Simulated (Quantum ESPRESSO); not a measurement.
The system is Nb.

```
CELL_PARAMETERS angstrom
-1.66395 1.66395 1.66395
1.66395 -1.66395 1.66395
1.66395 1.66395 -1.66395
ATOMIC_POSITIONS crystal
Nb 0.00000 0.00000 0.00000
```

Base run:

- Program: Quantum ESPRESSO 7.5
- Functional: SCAN
- Potentials or basis: SG15 PBE 1.2
- Cutoff: 952 eV
- Density cutoff: 3810 eV
- k mesh: 8 × 8 × 8
- Occupations: fermi-dirac, width 0.05 eV
- Spin: no spin polarisation

Its results: band gap on the k mesh none (metal or under the smearing width); pressure -6.5 GPa.

The run is repeated on the same cell with these changes: functional from SCAN to r2SCAN. What comes out?

Band gap on the k mesh none (metal or under the smearing width); pressure -4.3 GPa.

Caveats: the potentials were made for another functional, which shifts forces and pressure.
